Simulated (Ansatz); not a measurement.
# Ruthenium, dhcp under RPBE: ground state and equation of state, part 2 of 2

The plan for ruthenium in the dhcp structure: relax it, solve it on a dense k-mesh, then scale the cell to 7 volumes from 88 to 112 % of the relaxed one and try a fit of the equation of state. Spin polarisation is left out. The k-meshes are 13×13×4 for the relaxation; 17×17×5 for the dense run; 15×15×4 for the volumes.

Ansatz 0.2.0; DFT, RPBE, plane waves (420 eV) with PAW, scalar-relativistic. Earlier steps stand in the parts before.

## 5. At 92 % of the relaxed volume

File input.yaml:

```yaml
crystal:
  lattice:
    - [2.6487701793, 0.0, 0.0]
    - [-1.3243850897, 2.2939022641, 0.0]
    - [0.0, 0.0, 8.5033117572]
  atoms:
    - { symbol: Ru, position: [0.0, 0.0, 1.0] }
    - { symbol: Ru, position: [0.0, 0.0, 0.5] }
    - { symbol: Ru, position: [0.3333333333, 0.6666666667, 0.25] }
    - { symbol: Ru, position: [0.6666666667, 0.3333333333, 0.75] }
hamiltonian:
  xc: rpbe
  pseudopotentials:
    kind: paw
    azcp:
      Ru: "pseudopotentials/Ru.paw.azcp"
basis:
  ecutwfc: 420
  fft_grid_basis: typed
kpoints:
  mp_grid: { grid: [15, 15, 4], shift: [0, 0, 0] }
magnetization:
  spin_polarized: false
scf:
  occupations: { method: fermi_dirac, width: 0.1 }
  lower_state_search: "off"
output:
  stress: true
  write_density: true
  write_potential: true
  elf: true
  volumetric_format: npy
```

The log of the run, shortened:

```text
Warning: RAYON_NUM_THREADS=2 ignored (pool sized by the plan → 2); use --threads N
[...]
Pseudopotentials: kind: paw
Pseudopotential: Ru, paw, valence charge 16, recommended cutoff 420 eV (normal), <dir>
Functional definition: RPBE
[...]
Crystal: 4 atoms, lattice volume = 51.666 Å³
Basis set: ecut = 420 eV, 1031 PW (Γ)
Bands: 39, of which v1, the nominal top of the filled ones, is band 32 counted from 1 (31 counted from 0)
Symmetry: 24 space group operations
Space group: P63/mmc (ITA 194), of the structure as read, at distance tolerance 3.7e-5 Å
k-points: 81 of 900
[...]
SCF iter   1: F=—  HF=-23543.301474 eV  |F-HF|=—  |Δ(HF+E_count)|=         —  Δρ=9.34e-3  dr2=2.17e-2  ethr=1.77e-3  ⟨swp⟩=5.6  Hψ=11299  notcnv=0
[...]
SCF iter   6: F=-23543.303457 eV  HF=-23543.303457 eV  |F-HF|=4.30e-9  |Δ(HF+E_count)|=   1.91e-8  Δρ=6.07e-6  dr2=1.43e-8  ethr=1.56e-10  ⟨swp⟩=7.9  Hψ=20160  notcnv=0
[...]
SCF converged after 6 iterations
Free energy (F): -23543.303457 eV
[...]
E sigma→0 (E₀):  -23543.239681 eV
Entropy (-TS):   -0.127553 eV (-31.888 meV/atom)
Fermi energy:    25.054090 eV
[...]
--- Stress (GPa, compression-positive) ---
       28.577161       0.000000       0.000000
        0.000000      28.577161      -0.000000
        0.000000      -0.000000      30.993478
  P = ⅓ Tr σ = 29.3826 GPa (293.826 kbar)
--- Band table (eV; the first three rows and the last of 81) ---
[...]
```

Run time: 4.9 s. Hardware: 2 threads of an Arm CPU, shared host; peak memory 0.39 GiB.

Density in a lattice plane of the grid's cell (edges 2.65 and 8.50 Å, at 0.000 of the third edge), which holds Ru.

Values in e/Å³, 12 rows by 6 columns:
```
 3.12  1.72  0.50  0.32  0.50  1.72
 0.34  0.37  0.48  0.58  0.48  0.37
 0.34  0.46  1.21  2.21  1.21  0.46
 0.35  0.37  0.48  0.59  0.48  0.37
 3.01  1.63  0.49  0.32  0.49  1.63
10.06  7.15  1.34  0.42  1.34  7.15
 3.01  1.63  0.49  0.32  0.49  1.63
 0.35  0.37  0.48  0.59  0.48  0.37
 0.34  0.46  1.21  2.21  1.21  0.46
 0.34  0.37  0.48  0.58  0.48  0.37
 3.12  1.72  0.50  0.32  0.50  1.72
10.11  7.31  1.38  0.42  1.38  7.31
```
Columns run along the first of these edges and rows up along the second, over one cell in 6 and 12 even steps from the bottom left corner. Atoms in the plane (fractional): Ru at (0.00, 0.00), Ru at (0.00, 0.50).

ELF in the same plane.

Ten even steps from ' ' (0.14) to '@' (0.66):
```
@@@@**::--::**@@
==--::::::::::--
::::::......::::
--::..--==--..::
--::::++##++::::
--::..--==--..::
::::::......::::
==--::::::::::--
@@@@**::--::**@@
..%%%%::--::%%%%
@@@@**::--::**@@
==--::::::::::--
::::::......::::
--::..--==--..::
--::::++##++::::
--::..--==--..::
::::::......::::
==--::::::::::--
@@@@**::--::**@@
  ##%%::--::%%##
```
Columns run along the first of these edges and rows up along the second, over one cell in 8 and 20 even steps from the bottom left corner. Atoms in the plane (fractional): Ru at (0.00, 0.00), Ru at (0.00, 0.50).

Both are smooth fields of the valence electrons: close to the nuclei they are not physical.

## 6. At 96 % of the relaxed volume

input.yaml: that of step 5 with these lines changed.

```diff
@@ -2,5 +2,5 @@
   lattice:
-    - [2.6487701793, 0.0, 0.0]
-    - [-1.3243850897, 2.2939022641, 0.0]
-    - [0.0, 0.0, 8.5033117572]
+    - [2.6866148664, 0.0, 0.0]
+    - [-1.3433074332, 2.3266767244, 0.0]
+    - [0.0, 0.0, 8.6248040537]
   atoms:
@@ -28,5 +28 @@
   stress: true
-  write_density: true
-  write_potential: true
-  elf: true
-  volumetric_format: npy
```

The log of the run, shortened:

```text
Warning: RAYON_NUM_THREADS=2 ignored (pool sized by the plan → 2); use --threads N
[...]
[... 3 set-up lines as earlier in the session ...]
[...]
Crystal: 4 atoms, lattice volume = 53.913 Å³
Basis set: ecut = 420 eV, 1067 PW (Γ)
Bands: 39, of which v1, the nominal top of the filled ones, is band 32 counted from 1 (31 counted from 0)
[... 2 set-up lines as earlier in the session ...]
k-points: 81 of 900
[...]
SCF iter   1: F=—  HF=-23543.591943 eV  |F-HF|=—  |Δ(HF+E_count)|=         —  Δρ=9.02e-3  dr2=1.90e-2  ethr=1.77e-3  ⟨swp⟩=5.4  Hψ=10979  notcnv=0
[...]
SCF iter   6: F=-23543.595188 eV  HF=-23543.595188 eV  |F-HF|=2.59e-9  |Δ(HF+E_count)|=   5.59e-9  Δρ=6.15e-6  dr2=1.34e-8  ethr=1.56e-10  ⟨swp⟩=4.0  Hψ=11344  notcnv=0
[...]
SCF converged after 6 iterations
Free energy (F): -23543.595188 eV
[...]
E sigma→0 (E₀):  -23543.527031 eV
Entropy (-TS):   -0.136314 eV (-34.079 meV/atom)
Fermi energy:    23.795888 eV
[...]
--- Stress (GPa, compression-positive) ---
       12.311417      -0.000000       0.000000
        0.000000      12.311417       0.000000
        0.000000       0.000000      13.996937
  P = ⅓ Tr σ = 12.8733 GPa (128.733 kbar)
```

It took 3.4 s on 2 threads of an Arm CPU, shared host; peak memory 0.38 GiB.

## 7. At 100 % of the relaxed volume

input.yaml: that of step 6 with these lines changed.

```diff
@@ -2,5 +2,5 @@
   lattice:
-    - [2.6866148664, 0.0, 0.0]
-    - [-1.3433074332, 2.3266767244, 0.0]
-    - [0.0, 0.0, 8.6248040537]
+    - [2.7234223836, 0.0, 0.0]
+    - [-1.3617111918, 2.3585529694, 0.0]
+    - [0.0, 0.0, 8.7429667378]
   atoms:
@@ -28 +28,5 @@
   stress: true
+  write_density: true
+  write_potential: true
+  elf: true
+  volumetric_format: npy
```

The log of the run, shortened:

```text
Warning: RAYON_NUM_THREADS=2 ignored (pool sized by the plan → 2); use --threads N
[...]
[... 3 set-up lines as earlier in the session ...]
[...]
Crystal: 4 atoms, lattice volume = 56.159 Å³
Basis set: ecut = 420 eV, 1091 PW (Γ)
Bands: 39, of which v1, the nominal top of the filled ones, is band 32 counted from 1 (31 counted from 0)
[... 2 set-up lines as earlier in the session ...]
k-points: 81 of 900
[...]
SCF iter   1: F=—  HF=-23543.676566 eV  |F-HF|=—  |Δ(HF+E_count)|=         —  Δρ=8.66e-3  dr2=1.66e-2  ethr=1.77e-3  ⟨swp⟩=5.0  Hψ=10619  notcnv=0
[...]
SCF iter   6: F=-23543.680616 eV  HF=-23543.680616 eV  |F-HF|=1.00e-9  |Δ(HF+E_count)|=   1.33e-8  Δρ=6.15e-6  dr2=1.23e-8  ethr=1.56e-10  ⟨swp⟩=7.5  Hψ=19911  notcnv=0
[...]
SCF converged after 6 iterations
Free energy (F): -23543.680616 eV
[...]
E sigma→0 (E₀):  -23543.607948 eV
Entropy (-TS):   -0.145336 eV (-36.334 meV/atom)
Fermi energy:    22.635934 eV
[...]
--- Stress (GPa, compression-positive) ---
       -0.538358      -0.000000       0.000000
        0.000000      -0.538358       0.000000
        0.000000       0.000000       0.547046
  P = ⅓ Tr σ = -0.1766 GPa (-1.766 kbar)
--- Band table (eV; the first three rows and the last of 81) ---
[...]
```

It took 5.1 s on 2 threads of an Arm CPU, shared host; peak memory 0.4 GiB.

## 8. At 104 % of the relaxed volume

input.yaml: that of step 7 with these lines changed.

```diff
@@ -2,5 +2,5 @@
   lattice:
-    - [2.7234223836, 0.0, 0.0]
-    - [-1.3617111918, 2.3585529694, 0.0]
-    - [0.0, 0.0, 8.7429667378]
+    - [2.7592609985, 0.0, 0.0]
+    - [-1.3796304992, 2.3895901204, 0.0]
+    - [0.0, 0.0, 8.8580189677]
   atoms:
@@ -28,5 +28 @@
   stress: true
-  write_density: true
-  write_potential: true
-  elf: true
-  volumetric_format: npy
```

The log of the run, shortened:

```text
Warning: RAYON_NUM_THREADS=2 ignored (pool sized by the plan → 2); use --threads N
[...]
[... 3 set-up lines as earlier in the session ...]
[...]
Crystal: 4 atoms, lattice volume = 58.405 Å³
Basis set: ecut = 420 eV, 1151 PW (Γ)
Bands: 39, of which v1, the nominal top of the filled ones, is band 32 counted from 1 (31 counted from 0)
[... 1 set-up line as earlier in the session ...]
Space group: P63/mmc (ITA 194), of the structure as read, at distance tolerance 3.9e-5 Å
k-points: 81 of 900
[...]
SCF iter   1: F=—  HF=-23543.598231 eV  |F-HF|=—  |Δ(HF+E_count)|=         —  Δρ=8.30e-3  dr2=1.51e-2  ethr=1.77e-3  ⟨swp⟩=4.8  Hψ=10062  notcnv=0
[...]
SCF iter   6: F=-23543.603109 eV  HF=-23543.603109 eV  |F-HF|=2.40e-9  |Δ(HF+E_count)|=  4.58e-10  Δρ=6.41e-6  dr2=1.31e-8  ethr=1.56e-10  ⟨swp⟩=4.0  Hψ=11357  notcnv=0
[...]
SCF converged after 6 iterations
Free energy (F): -23543.603109 eV
[...]
E sigma→0 (E₀):  -23543.525812 eV
Entropy (-TS):   -0.154593 eV (-38.648 meV/atom)
Fermi energy:    21.563447 eV
[...]
--- Stress (GPa, compression-positive) ---
      -10.668386      -0.000000       0.000000
        0.000000     -10.668386       0.000000
        0.000000       0.000000     -10.073755
  P = ⅓ Tr σ = -10.4702 GPa (-104.702 kbar)
```

It took 3.6 s on 2 threads of an Arm CPU, shared host; peak memory 0.39 GiB.

## 9. At 108 % of the relaxed volume

input.yaml: that of step 8 with these lines changed.

```diff
@@ -2,5 +2,5 @@
   lattice:
-    - [2.7592609985, 0.0, 0.0]
-    - [-1.3796304992, 2.3895901204, 0.0]
-    - [0.0, 0.0, 8.8580189677]
+    - [2.7941920611, 0.0, 0.0]
+    - [-1.3970960306, 2.419841308, 0.0]
+    - [0.0, 0.0, 8.9701576946]
   atoms:
```

The log of the run, shortened:

```text
Warning: RAYON_NUM_THREADS=2 ignored (pool sized by the plan → 2); use --threads N
[...]
[... 3 set-up lines as earlier in the session ...]
[...]
Crystal: 4 atoms, lattice volume = 60.652 Å³
Basis set: ecut = 420 eV, 1205 PW (Γ)
Bands: 39, of which v1, the nominal top of the filled ones, is band 32 counted from 1 (31 counted from 0)
[... 2 set-up lines as earlier in the session ...]
k-points: 81 of 900
[...]
SCF iter   1: F=—  HF=-23543.392493 eV  |F-HF|=—  |Δ(HF+E_count)|=         —  Δρ=7.90e-3  dr2=1.40e-2  ethr=1.77e-3  ⟨swp⟩=4.6  Hψ=9927  notcnv=0
[...]
SCF iter   6: F=-23543.397300 eV  HF=-23543.397300 eV  |F-HF|=4.75e-9  |Δ(HF+E_count)|=   8.05e-9  Δρ=6.93e-6  dr2=1.51e-8  ethr=1.56e-10  ⟨swp⟩=4.0  Hψ=11152  notcnv=0
[...]
SCF converged after 6 iterations
Free energy (F): -23543.397300 eV
[...]
E sigma→0 (E₀):  -23543.315257 eV
Entropy (-TS):   -0.164085 eV (-41.021 meV/atom)
Fermi energy:    20.569188 eV
[...]
--- Stress (GPa, compression-positive) ---
      -18.623427       0.000000       0.000000
       -0.000000     -18.623427       0.000000
        0.000000       0.000000     -18.429893
  P = ⅓ Tr σ = -18.5589 GPa (-185.589 kbar)
```

Wall time 4 s (2 threads of an Arm CPU, shared host); peak memory 0.4 GiB.

## 10. At 112 % of the relaxed volume

input.yaml: that of step 9 with these lines changed.

```diff
@@ -2,5 +2,5 @@
   lattice:
-    - [2.7941920611, 0.0, 0.0]
-    - [-1.3970960306, 2.419841308, 0.0]
-    - [0.0, 0.0, 8.9701576946]
+    - [2.8282709327, 0.0, 0.0]
+    - [-1.4141354664, 2.4493544765, 0.0]
+    - [0.0, 0.0, 9.0795606438]
   atoms:
@@ -28 +28,5 @@
   stress: true
+  write_density: true
+  write_potential: true
+  elf: true
+  volumetric_format: npy
```

The log of the run, shortened:

```text
Warning: RAYON_NUM_THREADS=2 ignored (pool sized by the plan → 2); use --threads N
[...]
[... 3 set-up lines as earlier in the session ...]
[...]
Crystal: 4 atoms, lattice volume = 62.898 Å³
Basis set: ecut = 420 eV, 1255 PW (Γ)
Bands: 39, of which v1, the nominal top of the filled ones, is band 32 counted from 1 (31 counted from 0)
[... 1 set-up line as earlier in the session ...]
Space group: P63/mmc (ITA 194), of the structure as read, at distance tolerance 4.0e-5 Å
k-points: 81 of 900
[...]
SCF iter   1: F=—  HF=-23543.086150 eV  |F-HF|=—  |Δ(HF+E_count)|=         —  Δρ=7.48e-3  dr2=1.32e-2  ethr=1.77e-3  ⟨swp⟩=4.5  Hψ=9823  notcnv=0
[...]
SCF iter   6: F=-23543.090947 eV  HF=-23543.090947 eV  |F-HF|=5.90e-9  |Δ(HF+E_count)|=   4.42e-8  Δρ=6.14e-6  dr2=1.20e-8  ethr=1.56e-10  ⟨swp⟩=7.2  Hψ=19371  notcnv=0
[...]
SCF converged after 6 iterations
Free energy (F): -23543.090947 eV
[...]
E sigma→0 (E₀):  -23543.004034 eV
Entropy (-TS):   -0.173826 eV (-43.457 meV/atom)
Fermi energy:    19.645124 eV
[...]
--- Stress (GPa, compression-positive) ---
      -24.833849       0.000000       0.000000
        0.000000     -24.833849      -0.000000
        0.000000      -0.000000     -24.968319
  P = ⅓ Tr σ = -24.8787 GPa (-248.787 kbar)
--- Band table (eV; the first three rows and the last of 81) ---
[...]
```

It took 6.1 s on 2 threads of an Arm CPU, shared host; peak memory 0.41 GiB.

## 11. Fitting the volumes

The cell was scaled evenly, with its shape and the fractional positions fixed.

| V (Å³/atom) | E − E₀ (meV/atom) | P from the stress (GPa) | P from the fit (GPa) |
| --- | --- | --- | --- |
| 12.355 | 229.1 | 50.25 | 50.06 |
| 12.917 | 92.0 | 29.38 | 29.06 |
| 13.478 | 20.2 | 12.87 | 12.53 |
| 14.040 | 0.0 | -0.18 | -0.49 |
| 14.601 | 20.5 | -10.47 | -10.78 |
| 15.163 | 73.2 | -18.56 | -18.90 |
| 15.725 | 151.0 | -24.88 | -25.30 |

A third-order Birch-Murnaghan fit gives V₀ = 14.016 Å³/atom, B₀ = 291 GPa and B₀′ = 4.9; it misses no point by more than 0.07 meV/atom.

The fit is made to E(σ → 0), while the stress belongs to the free energy F; that is one source of the offset between the two pressures.

## 12. Summary of results

This closing draws on all 2 parts.

| quantity | value |
| --- | --- |
| space group (spins left aside) | P6_3/mmc (No. 194) |
| conventional cell | a = 2.723 Å, c = 8.743 Å (c/a = 3.210) |
| volume | 14.040 Å³/atom |
| shortest distance | 2.693 Å |
| gap on the mesh | none (levels filled in part) |
| relative to hcp | +83 meV/atom |
| V₀, B₀, B₀′ | 14.016 Å³/atom, 291 GPa, 4.9 |

**Reading.** From the guessed start the volume grew by 3.6 % in 5 steps. It lies 83 meV/atom above the element's reference form at the same level (hcp, from a run of its own). Levels at the Fermi energy are filled in part, as in a metal. B₀ comes out at 291 GPa, among the stiffest elements; letting shape and positions relax at each volume could only lower it. The symmetry was held, so the structure may be unstable against distortions that break it.
